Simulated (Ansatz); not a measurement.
BaF2:
```
BaF2
1.0
    0.00000     3.09736     3.09736
    3.09736     0.00000     3.09736
    3.09736     3.09736     0.00000
Ba F
1 2
Direct
  0.00000   0.00000   0.00000
  0.25000   0.25000   0.25000
  0.75000   0.75000   0.75000
```

Relaxed with r²SCAN.

Q: Give the optical modes at the zone centre with their infrared and Raman activity from DFPT, r²SCAN (plane waves, PAW; program Ansatz).

A: Transverse frequencies, without the LO–TO term; a row sums one degenerate level.

```csv
ω (cm⁻¹),degeneracy,IR ((D/Å)²/amu),Raman (Å⁴/amu),activity,symmetry
185,3,15.50,0,IR,T1u
243,3,0.00,5.6,Raman,T2g
```

Q: How high does the top mode go among those that the LO–TO term moves?

A: 340 cm⁻¹ for q along x.

Space group Fm-3m (fluorite). The r²SCAN relaxation kept the symmetry of its start; phonons on a q-mesh show no instability. Spin–orbit coupling is left out wherever it is not named.

Potentials: the later of the program's two PAW sets.
